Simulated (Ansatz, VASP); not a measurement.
# Pt: VASP beside Ansatz

File INCAR:

```
PREC = Accurate
ENCUT = 520
EDIFF = 1E-6
ISMEAR = -1
SIGMA = 0.1
LREAL = False
LASPH = True
NELM = 60
ALGO = Normal
ISIF = 2
LWAVE = False
LCHARG = False
GGA = B5
ALDAX = 1.0
AGGAX = 1.0
AGGAC = 1.0
ALDAC = 0.0
NBANDS = 11
```

Contents of KPOINTS:

```
Automatic mesh
0
Gamma
  15 15 15
```

File POSCAR:

```
Pt
1.0
   -1.5934296452      1.5934296452      1.5934296452
    1.5934296452     -1.5934296452      1.5934296452
    1.5934296452      1.5934296452     -1.5934296452
Pt
1
Direct
    0.0000000000      0.0000000000      0.0000000000
```

Input for Ansatz:

```yaml
crystal:
  lattice:
    - [-1.5934296452, 1.5934296452, 1.5934296452]
    - [1.5934296452, -1.5934296452, 1.5934296452]
    - [1.5934296452, 1.5934296452, -1.5934296452]
  atoms:
    - { symbol: Pt, position: [0.0, 0.0, 0.0] }
hamiltonian:
  xc: blyp
  pseudopotentials:
    kind: paw
    azcp:
      Pt: "pseudopotentials/Pt.paw.azcp"
basis:
  ecutwfc: 420
  fft_grid_basis: typed
kpoints:
  mp_grid: { grid: [15, 15, 15], shift: [0, 0, 0] }
magnetization:
  spin_polarized: false
scf:
  occupations: { method: fermi_dirac, width: 0.1 }
  lower_state_search: "off"
output:
  stress: true
```

Alike in both runs: task single point; functional BLYP; k mesh 15 × 15 × 15; occupations fermi-dirac, width 0.1 eV; no spin polarisation.

```csv
,VASP,Ansatz
version,VASP 6.6.1,Ansatz 0.2.0
potentials or method,"VASP PAW PBE potentials, release 64 (Pt)","plane waves (420 eV) with PAW, scalar-relativistic"
plane-wave cutoff (eV),520,420
valence electrons in the cell,10,18
```

Ansatz gave:

```
pressure (GPa) : 8.5
```

Which values does VASP return?

Pressure (GPa): 9.6.

The functional is the same, so the differences come from potentials, cutoffs and numerics. The two sets of potentials don't hold the same shells in valence.

Caveats: the PAW data sets were made with another functional, which shifts forces and pressure a little (VASP). The runs have no spin-orbit coupling, so splittings on Pt are missing.
